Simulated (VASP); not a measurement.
# BN (R3m) in VASP: a series of runs

The runs below take BN through band structure, evGW0 quasiparticle levels, G0W0 quasiparticle levels, with PBEsol0, PBE, TPSSh, r2SCAN50.

All numbers are computed with VASP 6.6.1; they aren't measurements. Logs are shortened: lines on timing, memory, paths and dates and some standing lists are left out, and cuts for length are marked.

**1. Starting point**

The structure is trigonal, space group R3m (No. 160). Conventional cell: a = 2.502 Å, b = 2.502 Å, c = 10.119 Å, α = 90.00°, β = 90.00°, γ = 120.00°. N (site symmetry 3m) has 3 B at 1.44 Å as nearest neighbours. B (site symmetry 3m) is surrounded by 3 N at 1.44 Å.

The cell is a database's computed one.

**2. Band structure, PBEsol0**

Input file POSCAR:

```
BN
1.0
    1.2511217832      0.7223354983      3.3729344033
   -1.2511217832      0.7223354983      3.3729344033
    0.0000000000     -1.4446709966      3.3729344033
N B
1 1
Direct
    0.6672382000      0.6672382000      0.6672382000
    0.0003288000      0.0003288000      0.0003288000
```

Input file INCAR.step1:

```
PREC = Accurate ; ENCUT = 520
EDIFF = 1E-5 ; ISMEAR = -1
SIGMA = 0.05 ; LREAL = False
LASPH = True ; NELM = 80
ALGO = Normal ; ISIF = 2
LWAVE = True ; LCHARG = False
GGA = PE
```

Input file INCAR.step2:

```
PREC = Accurate ; ENCUT = 520
EDIFF = 1E-7 ; ISMEAR = -1
SIGMA = 0.05 ; LREAL = False
LASPH = True ; NELM = 80
ALGO = Normal ; ISIF = 2
LWAVE = False ; LCHARG = False
GGA = PS ; LHFCALC = True
AEXX = 0.25 ; PRECFOCK = Fast
ISTART = 1
```

Input file KPOINTS:

```
regular mesh
0
Gamma
  6 6 6
```

Input file KPOINTS_OPT:

```
path GLB1,BZGX,QFP1Z,LP
10
line-mode
reciprocal
 0.0000000000  0.0000000000  0.0000000000  G
 0.5000000000  0.0000000000  0.0000000000  L

 0.5000000000  0.0000000000  0.0000000000  L
 0.5000000000  0.1972419765 -0.1972419765  B1

 0.8027580235  0.5000000000  0.1972419765  B
 0.5000000000  0.5000000000  0.5000000000  Z

 0.5000000000  0.5000000000  0.5000000000  Z
 0.0000000000  0.0000000000  0.0000000000  G

 0.0000000000  0.0000000000  0.0000000000  G
 0.3486209883  0.0000000000 -0.3486209883  X

 0.6513790117  0.3486209883  0.0000000000  Q
 0.5000000000  0.5000000000  0.0000000000  F

 0.5000000000  0.5000000000  0.0000000000  F
 0.6513790117  0.6513790117  0.1972419765  P1

 0.6513790117  0.6513790117  0.1972419765  P1
 0.5000000000  0.5000000000  0.5000000000  Z

 0.5000000000  0.0000000000  0.0000000000  L
 0.8027580235  0.3486209883  0.3486209883  P
```

Potentials or basis: VASP PAW PBE potentials, release 64 (N, B).

Launch:

```bash
$ cat potpaw_PBE.64/N/POTCAR potpaw_PBE.64/B/POTCAR > POTCAR
$ cp INCAR.step1 INCAR
$ mpirun -np 1 vasp_std > vasp.out
$ cp INCAR.step2 INCAR
$ mpirun -np 1 vasp_std > vasp.out
```

OUTCAR:

```text
PREC = Accurate
   ENCUT = 520
   EDIFF = 1E-7
   ISMEAR = -1
   LREAL = False
   LASPH = True
   NELM = 80
   ISIF = 2
   GGA = PS
   LHFCALC = True
   AEXX = 0.25
   PRECFOCK = Fast
   ISTART = 1

 ion  position               nearest neighbor table
   1  0.667  0.667  0.667-   2 1.44   2 1.44   2 1.44
   2  0.000  0.000  0.000-   1 1.44   1 1.44   1 1.44

  LATTYP: Found a trigonal (rhomboedric) cell.
 ALAT       =     3.6692997666
 COS(alpha) =     0.7674786797

  Lattice vectors:

 A1 = (   1.2511217832,   0.7223354983,   3.3729344033)
 A2 = (  -1.2511217832,   0.7223354983,   3.3729344033)
 A3 = (   0.0000000000,  -1.4446709966,   3.3729344033)

Analysis of symmetry for initial positions (statically):
=====================================================================
 Subroutine PRICEL returns:
 Original cell was already a primitive cell.

 Routine SETGRP: Setting up the symmetry group for a
 trigonal (rhombohedral) supercell.

 Subroutine GETGRP returns: Found  6 space group operations
 (whereof  6 operations were pure point group operations)
 out of a pool of 12 trial point group operations.

The static configuration has the point symmetry C_3v.

Analysis of symmetry for dynamics (positions and initial velocities):
=====================================================================
 Subroutine PRICEL returns:
 Original cell was already a primitive cell.

 Routine SETGRP: Setting up the symmetry group for a
 trigonal (rhombohedral) supercell.

 Subroutine GETGRP returns: Found  6 space group operations
 (whereof  6 operations were pure point group operations)
 out of a pool of 12 trial point group operations.

The dynamic configuration has the point symmetry C_3v.

 Subroutine INISYM returns: Found  6 space group operations
 (whereof  6 operations are pure point group operations),
 and found     1 'primitive' translations

----------------------------------------------------------------------------------------

                                     Primitive cell

  volume of cell :      18.2893

  direct lattice vectors                    reciprocal lattice vectors
     1.251121783  0.722335498  3.372934403     0.399641351  0.230733042  0.098825916
    -1.251121783  0.722335498  3.372934403    -0.399641351  0.230733042  0.098825916
     0.000000000 -1.444670997  3.372934403     0.000000000 -0.461466083  0.098825916

  length of vectors
     3.669299767  3.669299767  3.669299767     0.471929558  0.471929558  0.471929558

  position of ions in fractional coordinates (direct lattice)
     0.667238200  0.667238200  0.667238200
     0.000328800  0.000328800  0.000328800

  ion indices of the primitive-cell ions
   primitive index   ion index
                 1           1
                 2           2

----------------------------------------------------------------------------------------

 KPOINTS: regular mesh

Automatic generation of k-mesh.
 Grid dimensions read from file:
 generate k-points for:    6    6    6

 Generating k-lattice:

  Cartesian coordinates                     Fractional coordinates (reciprocal lattice)
     0.066606892  0.038455507  0.016470986     0.166666667  0.000000000  0.000000000
    -0.066606892  0.038455507  0.016470986     0.000000000  0.166666667  0.000000000
     0.000000000 -0.076911014  0.016470986     0.000000000  0.000000000  0.166666667

  Length of vectors
     0.078654926  0.078654926  0.078654926

  Shift w.r.t. Gamma in fractional coordinates (k-lattice)
     0.000000000  0.000000000  0.000000000

 Subroutine IBZKPT returns following result:
 ===========================================

 Found     32 irreducible k-points:

 Following reciprocal coordinates:
            Coordinates               Weight
  0.000000  0.000000  0.000000      1.000000
  0.166667 -0.000000  0.000000      6.000000
  0.333333 -0.000000  0.000000      6.000000
  0.500000 -0.000000 -0.000000      3.000000
  0.166667  0.166667  0.000000      6.000000
  0.333333  0.166667  0.000000     12.000000
[... 16 lines left out ...]
  0.500000  0.500000  0.166667      6.000000
 -0.333333  0.500000  0.166667     12.000000
 [... further k-points ...]
   k-points           NKPTS =     32   k-points in BZ     NKDIM =    216   number of bands    NBANDS=      8
   number of dos      NEDOS =    301   number of ions     NIONS =      2
   total plane-waves  NPLWV =  21952
   dimension x,y,z NGX =    28 NGY =   28 NGZ =   28
   dimension x,y,z NGXF=    56 NGYF=   56 NGZF=   56
   ions per type =               1   1
   NGX,Y,Z   is equivalent  to a cutoff of  12.69, 12.69, 12.69 a.u.
   NGXF,Y,Z  is equivalent  to a cutoff of  25.37, 25.37, 25.37 a.u.
 SYSTEM =  unknown system
   PREC   = accura    normal or accurate (medium, high low for compatibility)
   ISTART =      1    job   : 0-new  1-cont  2-samecut
   ICHARG =      0    charge: 1-file 2-atom 10-const
   ISPIN  =      1    spin polarized calculation?
   LNONCOLLINEAR =      F non collinear calculations
   LSORBIT =      F    spin-orbit coupling
   LASPH  =      T    aspherical Exc in radial PAW
   ENCUT  =  520.0 eV  38.22 Ry    6.18 a.u.   6.82  6.82  6.82*2*pi/ulx,y,z
   NELM   =     80;   NELMIN=  2; NELMDL=  0     # of ELM steps
   EDIFF  = 0.1E-06   stopping-criterion for ELM
   LREAL  =      F    real-space projection
   EDIFFG = 0.1E-05   stopping-criterion for IOM
   NSW    =      0    number of steps for IOM
   IBRION =     -1    ionic relax: 0-MD 1-quasi-New 2-CG
   NFREE  =      0    steps in history (QN), initial steepest desc. (CG)
   ISIF   =      2    stress and relaxation
   ISYM   =      3    0-nonsym 1-usesym 2-fastsym
   POTIM  = 0.5000    time-step for ionic-motion
   TEBEG  =    0.0;   TEEND  =   0.0 temperature during run
   PSTRESS=    0.0 pullay stress
   NELECT =       8.0000    total number of electrons
   NUPDOWN=      -1.0000    fix difference up-down
   EMIN   =  10.00;   EMAX   =-10.00  energy-range for DOS
   EFERMI =   0.00;   METHOD = LEGACY
   ISMEAR =    -1;   SIGMA  =   0.05  broadening in eV -4-tet -1-fermi 0-gaus
   EFERMI_NEDOS =   21; number of points for ismear=-14 and -15
   IALGO  =     38    algorithm
   IMIX   =      1    mixing-type and parameters
     AMIX     =   0.40;   BMIX     =  1.00
     AMIX_MAG =   1.60;   BMIX_MAG =  1.00
  volume/ion in A,a.u.               =       9.14        61.71
  Fermi-wavevector in a.u.,A,eV,Ry     =   1.242717  2.348395 21.012099  1.544346
  Thomas-Fermi vector in A             =   2.377059
   LORBIT       =      0    0 simple, 1 ext, 2 COOP (PROOUT), +10 PAW based schemes
   GGA     = PS    functional components
   LHFCALC =     T    Hartree Fock is set to
   PRECFOCK=fast      Normal, Fast or Accurate (Low or Medium for compatibility)
   ENCUT4O =  -1.0   cutoff for four orbital integrals eV
   NKREDX  =     1    reduce k-point grid by
   NKREDY  =     1    reduce k-point grid by
   NKREDZ  =     1    reduce k-point grid by
   AEXX    =    0.2500 exact exchange contribution
   HFSCREEN=    0.0000 screening length (either q_TF or 0.3 A-1)
   HFSCREENC=   0.0000 screening length for correlation (either q_TF or 0.3 A-1)
   ENCUTFOCK=  -1.0 apply spherical cutoff to Coloumb kernel
   IVDW    =     0    specifies the selected vdW correction
   LEPSILON=     F    determine dielectric tensor
   LRPA    =     F    only Hartree local field effects (RPA)
 non-spin polarized calculation
  energy-cutoff  :      520.00
  volume of cell :       18.29
 maximum number of plane-waves:       517
  NGX = 16; NGY = 16; NGZ = 16

 number of electron       8.0000000 magnetization

 Free energy of the ion-electron system (eV)
  ---------------------------------------------------
  ext. energy  EPLUGINS =         0.00000000
  ---------------------------------------------------
  free energy    TOTEN  =       -21.87634083 eV

  energy without entropy =      -21.87634083  energy(sigma->0) =      -21.87634083

 E-fermi :   2.0388     XC(G=0):  -8.0456

 val. band max:        0.8572178088   @ k =  -0.3333   0.3333   0.0000
 cond. band min:       7.0793585242   @ k =   0.5000   0.5000  -0.0000
 fundamental gap:      6.2221407153
 Fermi energy:         2.0388321493

 k-point     1 :       0.0000    0.0000    0.0000
  band No.  band energies     occupation
      1     -18.7221      2.00000
      2      -3.7675      2.00000
      3      -0.6773      2.00000
      4      -0.6773      2.00000
      5       7.7476      0.00000
      6      15.0482      0.00000
      7      15.0482      0.00000
      8      17.0125      0.00000

 k-point     2 :       0.1667   -0.0000    0.0000
  band No.  band energies     occupation
      1     -18.1300      2.00000
      2      -3.1225      2.00000
      3      -2.8296      2.00000
      4      -1.6327      2.00000
      5       8.8137      0.00000
      6      14.7224      0.00000
      7      15.0780      0.00000
      8      17.4111      0.00000

 k-point     3 :       0.3333   -0.0000    0.0000
  band No.  band energies     occupation
      1     -16.5379      2.00000
      2      -6.7904      2.00000
      3      -3.1060      2.00000
      4      -1.2955      2.00000
      5      10.3663      0.00000
      6      11.9732      0.00000
      7      14.6212      0.00000
      8      20.6491      0.00000
[... 210 lines left out ...]
 k-point    23 :       0.5000    0.5000    0.1667
  band No.  band energies     occupation
      1     -16.3810      2.00000
      2      -6.7212      2.00000
      3      -3.1605      2.00000
      4      -2.6214      2.00000
      5       9.9465      0.00000
      6      13.4436      0.00000
      7      16.9187      0.00000
      8      21.0634      0.00000

 k-point    24 :      -0.3333    0.5000    0.1667
  band No.  band energies     occupation
      1     -15.2510      2.00000
      2      -8.0245      2.00000
      3      -5.0594      2.00000
      4      -0.8299      2.00000
      5       8.3323      0.00000
      6      15.3185      0.00000
      7      16.9076      0.00000
      8      19.5853      0.00000

 [... further k-points ...]

------------------------ aborting loop because EDIFF is reached ----------------------------------------

  FORCE on cell =-STRESS in cart. coord.  units (eV):
  Direction    XX          YY          ZZ          XY          YZ          ZX
  --------------------------------------------------------------------------------------
  -------------------------------------------------------------------------------------
  Total       -0.5597931     -0.5597931      0.0180541      0.0000000      0.0000000      0.0000000
  in kB      -49.0388642    -49.0388642      1.5815721      0.0000000      0.0000000      0.0000000
  external PRESSURE =     -32.1653854 kB  Pullay stress =       0.0000000 kB

 VOLUME and BASIS-vectors are now :
 -----------------------------------------------------------------------------
  energy-cutoff  :      520.00
  volume of cell :       18.29
      direct lattice vectors                 reciprocal lattice vectors
     1.251121783  0.722335498  3.372934403     0.399641351  0.230733042  0.098825916
    -1.251121783  0.722335498  3.372934403    -0.399641351  0.230733042  0.098825916
     0.000000000 -1.444670997  3.372934403     0.000000000 -0.461466083  0.098825916

 POSITION                                       TOTAL-FORCE (eV/Angst)
 -----------------------------------------------------------------------------------
      0.00000      0.00000      6.75165         0.000000      0.000000     -0.006255
      0.00000      0.00000      0.00333         0.000000      0.000000      0.006255
 -----------------------------------------------------------------------------------
    total drift:                               -0.000000     -0.000000      0.000049

  FREE ENERGIE OF THE ION-ELECTRON SYSTEM (eV)
  ---------------------------------------------------
  free  energy   TOTEN  =       -21.8763408267 eV

  energy  without entropy=      -21.8763408266  energy(sigma->0) =      -21.87634083
```

Run time: 12 min. Hardware: 1 thread of Intel Xeon Platinum 8259CL at 2.50GHz (Skylake/Cascade Lake), shared host; peak memory 0.17 GiB.

What came out:

```
Free energy            : -21.8763 eV
Pressure               : -3.2 GPa
Largest force          : 0.006 eV/Å
Band gap on the k mesh : 6.22 eV, indirect (least direct gap 6.80 eV)
```

Forces in eV/Å, atoms in the order of the input:
```
N    0.000  0.000 -0.006
B    0.000  0.000  0.006
```

Levels at the corners of the path, in eV from the valence-band top:
```
point  band 5  band 6  band 7  band 8
    Γ    6.60   13.90   13.90   15.87
    L    7.10   11.94   14.85   16.86
    L    7.10   11.94   14.85   16.86
   B1    6.62   14.14   16.17   18.21
    B    6.62   14.14   16.17   18.21
    Z   12.15   13.82   13.82   14.56
    Z   12.15   13.82   13.82   14.56
    Γ    6.60   13.90   13.90   15.87
    Γ    6.60   13.90   13.90   15.87
    X    6.45   14.09   15.85   18.59
    Q    6.45   14.09   15.85   18.59
    F    5.94   11.93   16.19   19.62
    F    5.94   11.93   16.19   19.62
   P1    6.73   11.98   16.21   18.68
   P1    6.73   11.98   16.21   18.68
    Z   12.15   13.82   13.82   14.56
    L    7.10   11.94   14.85   16.86
    P    6.73   11.98   16.21   18.68
```

Caveat: the k mesh is coarse (spacing up to 0.49 Å⁻¹), so the values aren't converged, least of all with exact exchange; an unscreened hybrid on a path of extra k points without a Coulomb cutoff has errors near the mesh points, so the bands along the path aren't reliable; the PAW data sets were made with another functional, which shifts forces and pressure a little.

(Part 1 of 3 ends here.)
